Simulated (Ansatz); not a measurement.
# Ta (Im-3m) in Ansatz: a series of runs

The runs below take Ta through single point, equation of state, with r2SCAN.

Program: Ansatz 0.2.0. These are calculated values, not measurements. Logs are shortened: lines on timing, memory, paths and dates and some standing lists are left out, and cuts for length are marked.

**Experimental background.**

From “Refinement of the equation of state of tantalum”, 2004, arxiv:cond-mat/0403080, for a bulk crystal of Ta: bulk modulus 194 GPa.

The results are compared with them further down.

### Step 1. The crystal as given

Symmetry: Im-3m, No. 229, cubic system. Conventional cell: a = 3.303 Å, b = 3.303 Å, c = 3.303 Å, α = 90.00°, β = 90.00°, γ = 90.00°. Ta (site symmetry m-3m) has 8 Ta at 2.86 Å as nearest neighbours.

### Step 2. Single point, r2SCAN, 16.93 Å³/atom (volume scaled by 0.94)

File input.yaml:

```yaml
crystal:
  lattice:
    - [-1.6175709496, 1.6175709496, 1.6175709496]
    - [1.6175709496, -1.6175709496, 1.6175709496]
    - [1.6175709496, 1.6175709496, -1.6175709496]
  atoms:
    - { symbol: Ta, position: [0.0, 0.0, 0.0] }
hamiltonian:
  xc: r2scan
  pseudopotentials: { kind: paw }
kpoints:
  mp_grid: { grid: [11, 11, 11] }
scf:
  occupations: { method: fermi_dirac, width: 0.05 }
output:
  forces: true
  stress: true
  eigenvalues: true
```

Potentials or basis: Ansatz PAW.

The run is started by

```console
> ansatz run input.yaml --threads 2 --pin off --max-ram 5632MiB --backend cpu --events-out ev --progress --plain --runs-dir out
```

The log of the run:

```text
Warning: RAYON_NUM_THREADS=2 ignored (pool sized by the plan → 2); use --threads N
Engine: ansatz 0.2.0, x86_64-unknown-linux-gnu
Pseudopotentials: kind: paw
Pseudopotential: Ta, paw, valence charge 13, recommended cutoff 500 eV (meta_gga), Ta.paw.azcp
Functional definition: r2SCAN
  parameter k0 = 0.174
  parameter k1 = 0.065
  parameter a1 = 4.9479
  exchange = r2scan_x(k0 = k0, k1 = k1, a1 = a1)
  correlation = r2scan_c
Crystal: 1 atoms, lattice volume = 16.930 Å³
Basis set: ecut = 500 eV, 429 PW (Γ), exchange–correlation on 96×96×96 points (64 copies of the dense FFT grid, shifted against one another)
Bands: 11, of which v1, the nominal top of the filled ones, is band 7 counted from 1 (6 counted from 0)
Symmetry: 48 space group operations
Space group: Im-3m (ITA 229), of the structure as read, at distance tolerance 2.6e-5 Å
k-points: 56 of 1331
Non-local potential: Ta, projectors of the file, l = 0: 3, l = 1: 2, l = 2: 2, l = 3: 1
PAW form: soft (Blöchl's): semilocal exchange-correlation on the pseudo side does not see the compensation charge
PAW frozen core: Ta, regenerated for the run's functional (the file was generated under x = pbe(κ = 0.804, μ = 0.2195149727645171), c = pbe(β = 0.06672455060314922))
PAW one-centre angular grid: Ta, 590 points (default); XC on 160 Gauss nodes
Initial density: superposition of atomic densities (neutral atoms: chi_scale 0, normalization atom), corrected by the library's trained network
Initial wavefunctions: pseudopotential atomic-orbital guess
Functional: x = r2scan, c = r2scan; τ floored in thin density (d = 2e-4 eV/Å³)
SCF iter   1: F=—  HF=-9944.257321 eV  |F-HF|=—  |Δ(HF+E_count)|=         —  Δρ=6.43e-3  dr2=2.03e-3  dr2_τ=1.85e-2  ethr=1.77e-3  ⟨swp⟩=5.9  Hψ=3721  notcnv=0
preconditioner: auto → none  [insulator: Δε(μ)=0.180 eV  Ē_g=9.298 eV  σ=0.050 eV  W_gap=0.72  n_scr=0 (ndim 8)  ℏωp=20.2 eV  f_vac=0.000  D(μ)=0.59/eV (n_scr^D=0)  ε∞_Penn≈5.7]
SCF iter   2: F=—  HF=-9944.279011 eV  |F-HF|=—  |Δ(HF+E_count)|=   2.17e-2  Δρ=3.48e-3  dr2=5.37e-4  dr2_τ=2.08e-4  ethr=1.57e-5  ⟨swp⟩=2.1  Hψ=1623  notcnv=0  defer=10
SCF iter   3: F=—  HF=-9944.279710 eV  |F-HF|=—  |Δ(HF+E_count)|=   7.00e-4  Δρ=6.23e-4  dr2=1.63e-5  dr2_τ=1.57e-5  ethr=4.13e-6  ⟨swp⟩=2.9  Hψ=957  notcnv=0  defer=10
SCF iter   4: F=—  HF=-9944.279732 eV  |F-HF|=—  |Δ(HF+E_count)|=   2.13e-5  Δρ=3.83e-5  dr2=7.76e-8  dr2_τ=3.95e-8  ethr=1.25e-7  ⟨swp⟩=3.0  Hψ=974  notcnv=0  defer=10
iter 5 did not close the SCF: its close was put off for the readings that it lacked (scf_convergence_deferred on its scf_iter line)
SCF iter   5: F=-9944.279732 eV  HF=-9944.279732 eV  |F-HF|=3.83e-9  |Δ(HF+E_count)|=   7.48e-8  Δρ=1.34e-5  dr2=1.44e-8  dr2_τ=1.07e-8  ethr=5.97e-10  ⟨swp⟩=2.0  Hψ=971  notcnv=0  defer=10
SCF iter   6: F=-9944.279732 eV  HF=-9944.279732 eV  |F-HF|=1.27e-10  |Δ(HF+E_count)|=   7.45e-9  Δρ=2.62e-6  dr2=5.12e-10  dr2_τ=7.57e-11  ethr=1.11e-10  ⟨swp⟩=2.8  Hψ=2087  notcnv=0
SCF 1 converged in 6 iterations: F = -9944.279732 eV  dr2 = 5.12e-10
SCF converged after 6 iterations
Free energy (F): -9944.279732 eV
Harris-Foulkes:  -9944.279732 eV  (|F-HF|=1.27e-10)
Internal energy: -9944.273378 eV  (E = F + TS)
E sigma→0 (E₀):  -9944.276555 eV
Entropy (-TS):   -0.006354 eV (-6.354 meV/atom)
Fermi energy:    19.822665 eV
--- Per-component energies (eV) ---
  E_band       = -98.321474
  E_kinetic    = 369.464119
  E_local      = -512.159391  (includes V_loc(G=0)·N_el)
  E_nonlocal   = 15.863383
  E_hartree    = 180.810189
  E_xc         = -205.275362
  E_vxc        = -223.365581  (∫ρ·V_xc dr)
  E_paw        = -8423.467096  (= ΣΔE_a)
  E_vpaw       = -121.072656  (= ΣTr[D̂ρ^β])
  E_aug_tail   = 0.000080  (compensation charges beyond the density's cutoff)
  E_vtau       = 11.328582  (kinetic-family band-sum trace: ∫τ·v_τ [+ j·A + Jᵃ·Aᵃ] dr)
  E_ewald      = -1368.753019
  E_core_change = -0.756280  (= ΣΔE_core)
  E_smearing   = -0.006354  (= −TS)
  E_closure    = 0.000000  (closes the sum)
  Σ components = -9944.279732   (vs F -9944.279732, Δ=0.00e0)
--- Forces (eV/Å), atoms counted from 1 ---
  atom   1  Ta    -0.00000000    -0.00000000     0.00000000
  max |Σ_I F_I| component: 4.20e-33 eV/Å
--- Stress (GPa, compression-positive) ---
       14.036815      -0.000000      -0.000000
       -0.000000      14.036815       0.000000
       -0.000000       0.000000      14.036815
  P = ⅓ Tr σ = 14.0368 GPa (140.368 kbar)
--- Band table (eV; the first three rows and the last of 56) ---
  k-point 0: bands = ["-48.9057", "-14.0773", "-14.0773", "-14.0773", "11.3110", "20.6682", "20.6682", "20.6682", "24.3739", "24.3739", "35.3609"]
  k-point 1: bands = ["-48.8926", "-14.2084", "-14.1166", "-14.0782", "11.7198", "20.3973", "20.5699", "21.0728", "23.9611", "24.3710", "35.7246"]
  k-point 2: bands = ["-48.8574", "-14.5491", "-14.2207", "-14.0809", "12.8154", "19.7460", "20.1212", "22.2505", "23.5621", "24.4239", "36.2808"]
  k-point 55: bands = ["-48.6234", "-15.1128", "-15.0886", "-15.0886", "15.5899", "15.6435", "26.3300", "26.3300", "27.2478", "28.8120", "30.7681"]
```

It took 2.7 s on 2 threads of Intel Xeon at 2.50GHz (Skylake/Cascade Lake), shared host; peak memory 0.35 GiB.

Results:

```
Free energy            : -9944.2797 eV
Pressure               : 14.0 GPa
Band gap on the k mesh : none (metal or under the smearing width)
```

Caveat: the PAW data sets come from PBE, with cores solved anew for the run's functional, which leaves a small shift of forces and pressure.

### Step 3. Single point, r2SCAN, 17.29 Å³/atom (volume scaled by 0.96)

Changes to input.yaml since step 2:

```diff
@@ -2,5 +2,5 @@
   lattice:
-    - [-1.6175709496, 1.6175709496, 1.6175709496]
-    - [1.6175709496, -1.6175709496, 1.6175709496]
-    - [1.6175709496, 1.6175709496, -1.6175709496]
+    - [-1.6289626696, 1.6289626696, 1.6289626696]
+    - [1.6289626696, -1.6289626696, 1.6289626696]
+    - [1.6289626696, 1.6289626696, -1.6289626696]
   atoms:
```

Potentials or basis: Ansatz PAW.

The run is started by

```console
> ansatz run input.yaml --threads 2 --pin off --max-ram 5632MiB --backend cpu --events-out ev --progress --plain --runs-dir out
```

Wall time 3 s (2 threads of Intel Xeon at 2.50GHz (Skylake/Cascade Lake), shared host); peak memory 0.35 GiB.

Results (log left out):

```yaml
Free_energy: -9944.3054 eV
Pressure: 8.9 GPa
Band_gap_on_the_k_mesh: none (metal or under the smearing width)
```

Caveat: the PAW data sets come from PBE, with cores solved anew for the run's functional, which leaves a small shift of forces and pressure.

### Step 4. Single point, r2SCAN, 17.65 Å³/atom (volume scaled by 0.98)

File input.yaml:

```yaml
crystal:
  lattice:
    - [-1.64019725, 1.64019725, 1.64019725]
    - [1.64019725, -1.64019725, 1.64019725]
    - [1.64019725, 1.64019725, -1.64019725]
  atoms:
    - { symbol: Ta, position: [0.0, 0.0, 0.0] }
hamiltonian:
  xc: r2scan
  pseudopotentials: { kind: paw }
kpoints:
  mp_grid: { grid: [11, 11, 11] }
scf:
  occupations: { method: fermi_dirac, width: 0.05 }
output:
  forces: true
  stress: true
  eigenvalues: true
  write_density: true
  write_potential: true
  elf: true
  volumetric_format: npy
```

The run is started by

```console
> ansatz run input.yaml --threads 2 --pin off --max-ram 5632MiB --backend cpu --events-out ev --progress --plain --runs-dir out
```

It took 3.8 s on 2 threads of Intel Xeon at 2.50GHz (Skylake/Cascade Lake), shared host; peak memory 0.35 GiB.

The run converged. Its results:

```yaml
Free_energy: -9944.3200 eV
Pressure: 4.2 GPa
Band_gap_on_the_k_mesh: none (metal or under the smearing width)
```

Caveat: the PAW data sets come from PBE, with cores solved anew for the run's functional, which leaves a small shift of forces and pressure.

### Step 5. Single point, r2SCAN, 18.01 Å³/atom

Changes to input.yaml since step 4:

```diff
@@ -2,5 +2,5 @@
   lattice:
-    - [-1.64019725, 1.64019725, 1.64019725]
-    - [1.64019725, -1.64019725, 1.64019725]
-    - [1.64019725, 1.64019725, -1.64019725]
+    - [-1.65128, 1.65128, 1.65128]
+    - [1.65128, -1.65128, 1.65128]
+    - [1.65128, 1.65128, -1.65128]
   atoms:
```

The run is started by

```console
> ansatz run input.yaml --threads 2 --pin off --max-ram 5632MiB --backend cpu --events-out ev --progress --plain --runs-dir out
```

Wall time 4.6 s (2 threads of Intel Xeon at 2.50GHz (Skylake/Cascade Lake), shared host); peak memory 0.36 GiB.

It converged, with:

```
Free energy            : -9944.3248 eV
Pressure               : 0.1 GPa
Band gap on the k mesh : none (metal or under the smearing width)
```

Caveat: the PAW data sets come from PBE, with cores solved anew for the run's functional, which leaves a small shift of forces and pressure.

### Step 6. Single point, r2SCAN, 18.37 Å³/atom (volume scaled by 1.02)

File input.yaml:

```yaml
crystal:
  lattice:
    - [-1.6622159478, 1.6622159478, 1.6622159478]
    - [1.6622159478, -1.6622159478, 1.6622159478]
    - [1.6622159478, 1.6622159478, -1.6622159478]
  atoms:
    - { symbol: Ta, position: [0.0, 0.0, 0.0] }
hamiltonian:
  xc: r2scan
  pseudopotentials: { kind: paw }
kpoints:
  mp_grid: { grid: [11, 11, 11] }
scf:
  occupations: { method: fermi_dirac, width: 0.05 }
output:
  forces: true
  stress: true
  eigenvalues: true
```

Potentials or basis: Ansatz PAW.

The run is started by

```console
> ansatz run input.yaml --threads 2 --pin off --max-ram 5632MiB --backend cpu --events-out ev --progress --plain --runs-dir out
```

Wall time 4.7 s (2 threads of Intel Xeon at 2.50GHz (Skylake/Cascade Lake), shared host); peak memory 0.36 GiB.

Results (log left out):

```
Free energy            : -9944.3205 eV
Pressure               : -3.8 GPa
Band gap on the k mesh : none (metal or under the smearing width)
```

Caveat: the PAW data sets come from PBE, with cores solved anew for the run's functional, which leaves a small shift of forces and pressure.

### Step 7. Single point, r2SCAN, 18.73 Å³/atom (volume scaled by 1.04)

Changes to input.yaml since step 6:

```diff
@@ -2,5 +2,5 @@
   lattice:
-    - [-1.6622159478, 1.6622159478, 1.6622159478]
-    - [1.6622159478, -1.6622159478, 1.6622159478]
-    - [1.6622159478, 1.6622159478, -1.6622159478]
+    - [-1.6730098603, 1.6730098603, 1.6730098603]
+    - [1.6730098603, -1.6730098603, 1.6730098603]
+    - [1.6730098603, 1.6730098603, -1.6730098603]
   atoms:
```

The run is started by

```console
> ansatz run input.yaml --threads 2 --pin off --max-ram 5632MiB --backend cpu --events-out ev --progress --plain --runs-dir out
```

Run time: 3.4 s. Hardware: 2 threads of Intel Xeon at 2.50GHz (Skylake/Cascade Lake), shared host; peak memory 0.35 GiB.

The run converged. Its results:

```
Free energy            : -9944.3081 eV
Pressure               : -7.3 GPa
Band gap on the k mesh : none (metal or under the smearing width)
```

Caveat: the PAW data sets come from PBE, with cores solved anew for the run's functional, which leaves a small shift of forces and pressure.

### Step 8. Single point, r2SCAN, 19.09 Å³/atom (volume scaled by 1.06)

Changes to input.yaml since step 7:

```diff
@@ -2,5 +2,5 @@
   lattice:
-    - [-1.6730098603, 1.6730098603, 1.6730098603]
-    - [1.6730098603, -1.6730098603, 1.6730098603]
-    - [1.6730098603, 1.6730098603, -1.6730098603]
+    - [-1.6836662614, 1.6836662614, 1.6836662614]
+    - [1.6836662614, -1.6836662614, 1.6836662614]
+    - [1.6836662614, 1.6836662614, -1.6836662614]
   atoms:
```

The run is started by

```console
> ansatz run input.yaml --threads 2 --pin off --max-ram 5632MiB --backend cpu --events-out ev --progress --plain --runs-dir out
```

Run time: 3.3 s. Hardware: 2 threads of Intel Xeon at 2.50GHz (Skylake/Cascade Lake), shared host; peak memory 0.36 GiB.

The run converged. Its results:

```
Free energy            : -9944.2881 eV
Pressure               : -10.5 GPa
Band gap on the k mesh : none (metal or under the smearing width)
```

Caveat: the PAW data sets come from PBE, with cores solved anew for the run's functional, which leaves a small shift of forces and pressure.

### Step 9. Equation of state, r2SCAN

Potentials or basis: Ansatz PAW.

No new run: the results of the series are fitted here.

Results:

```
Equilibrium volume                      : 18.02 Å³/atom
Bulk modulus                            : 200 GPa
Pressure derivative of the bulk modulus : 3.7
```

Energy against volume, from the lowest point:
```csv
volume (Å³/atom),energy (meV/atom)
16.930,45.04
17.290,19.40
17.650,4.76
18.010,0.00
18.371,4.23
18.731,16.67
19.091,36.70
```

Caveat: the PAW data sets were made with another functional, which shifts forces and pressure a little.

### Step 10. Comparison with measurements

Step 9. Measured bulk modulus of Ta: 194 GPa (quoted in “Refinement of the equation of state of tantalum”, 2004, arxiv:cond-mat/0403080). This calculation gives 200 GPa (+3.3 %). The fit is for a static lattice scaled at fixed shape and fixed fractional positions.
